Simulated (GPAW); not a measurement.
## Fitting the PBEint energy curve of InAs

```xyz
2
Lattice="0.0000 3.0180 3.0180 3.0180 0.0000 3.0180 3.0180 3.0180 0.0000" Properties=species:S:1:pos:R:3 pbc="T T T"
In    0.0000    0.0000    0.0000
As    4.5270    4.5270    4.5270
```

The cell was scaled at fixed shape and fractions and run with GPAW, PAW data sets generated for this functional, cutoff 600 eV; PBEint, k mesh 6 × 6 × 6 on the cell of 2 atoms, fermi-dirac occupations of 0.05 eV, no spin polarisation, no spin-orbit coupling. Energies are those that the program minimises, any entropy of the smearing included. For a metal such a mesh isn't converged to the digits shown.

```csv
V (Å³/atom),energy over the lowest row (meV/atom)
25.8396,52.11
26.3894,31.91
26.9391,?
27.4889,7.15
28.0387,1.59
28.5885,0.00
29.1383,1.96
```

Task: Fit the third-order Birch-Murnaghan form, give V0, B0 and B′, and predict the energy left open.

Result: With y = (V0/V)^(2/3), E = E0 + (9 V0 B0/16) [(y - 1)³ B′ + (y - 1)² (6 - 4y)]. Least squares through the rows shown give V0 = 28.5508 Å³/atom, E0 = -0.02 meV, B0 = 54.40 GPa (1 eV/Å³ = 160.218 GPa) and B′ = 4.30, with a largest miss of 0.01 meV. At V = 26.9391 the form with these constants gives 17.09 meV; the run gave 17.08 meV an atom. The runs are for a static lattice.
